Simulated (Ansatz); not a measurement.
# MgO (Fm-3m): G0W0 and the starting functional

```yaml
crystal:
  lattice:
    - [0.00000, 2.03133, 2.03133]
    - [2.03133, 0.00000, 2.03133]
    - [2.03133, 2.03133, 0.00000]
  atoms:
    - { symbol: Mg, position: [0.00000, 0.00000, 0.00000] }
    - { symbol: O, position: [0.50000, 0.50000, 0.50000] }
```

Held fixed (Ansatz):

| Item | Value |
| --- | --- |
| datasets | hard PAW set made for 700 eV |
| k mesh | 4×4×4 |
| empty bands | 108 |
| response cutoff | 200 eV |
| frequencies | contour deformation |
| q → 0 term | analytic weight of Carrier, Rohra and Görling |
| band sums | cut at the band count |

The gap is read direct at Γ, linearised, between the Kohn-Sham band edges among the points solved. ε∞ is the electronic dielectric constant on this mesh. Wave cutoffs: 700, 700 eV in the order of the table.

| orbitals | KS gap (eV) | G0W0 gap (eV) | ε∞ |
| --- | --- | --- | --- |
| PBE | 5.86 | 8.65 | 3.1 |
| r²SCAN | 6.80 | ? | ? |

Q: Fill in the row for r²SCAN.

A: G0W0 gap 9.13 eV, ε∞ 2.8.

The cell is a model at fixed atoms and needn't be the relaxed known crystal. The PAW or pseudopotential files were made with PBE. The mesh is coarse, so these are values at the stated settings, not converged ones. Band sums or response are cut, so the gap isn't at its basis limit. With r²SCAN or HSE06 the Kohn-Sham levels are generalised ones.
